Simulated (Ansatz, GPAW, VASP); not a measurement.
**Ag: 3 runs at one level of theory**

```
Ag
1.0
     0.00000    2.04275    2.04275
     2.04275    0.00000    2.04275
     2.04275    2.04275    0.00000
Ag
1
Direct
  0.00000 0.00000 0.00000
```

Alike in all runs: task single point; functional PBE; k mesh 11 × 11 × 11; occupations gaussian, width 0.016 eV; no spin polarisation; no spin-orbit coupling. Pressure is positive in compression and, in plane waves, holds the error of the finite cutoff.

| program and potentials | plane-wave cutoff (eV) | notes | pressure (GPa) |
| --- | --- | --- | --- |
| VASP, PBE PAW files Ag, 520 eV | 520 | 11 valence electrons an atom on average | 4.10 |
| GPAW, GPAW PAW data sets (gpaw-data 1.2.1) | 600 | 17 valence electrons an atom on average | 4.20 |
| Ansatz, all-electron LAPW, scalar-relativistic | - | - | 4.25 |

The pressure spans 4.10 (VASP, PBE PAW files Ag, 520 eV) to 4.25 GPa (Ansatz, all-electron LAPW, scalar-relativistic), with all-electron results at 4.25.

Differences between rows come from potentials, basis sets and numerical settings, since the functional is the same but for its coding. Runs on potential files found faulty are left out.

All three runs put silver under compression at this volume, with pressures from 4.10 to 4.25 GPa. The cell is close to the measured lattice parameter, where the real crystal is essentially stress-free, so the positive pressure reflects the known tendency of PBE to underbind the heavier noble metals. In silver, cohesion from the broad sp band, helped by sp–d hybridisation, is balanced against the repulsion of nearly filled 4d shells. PBE's gradient correction tips this balance towards expansion, and the missing long-range attraction between the polarisable d shells probably adds to it.

The close agreement between the programs suggests that the compression belongs mainly to the functional rather than to the treatment of the core. The result with 17 valence electrons lies nearer the all-electron value than that with 11, which may reflect the response of the 4p semicore shell, but other differences between the data sets could produce the same order. A pressure at a single volume fixes neither the equilibrium lattice parameter nor the bulk modulus.
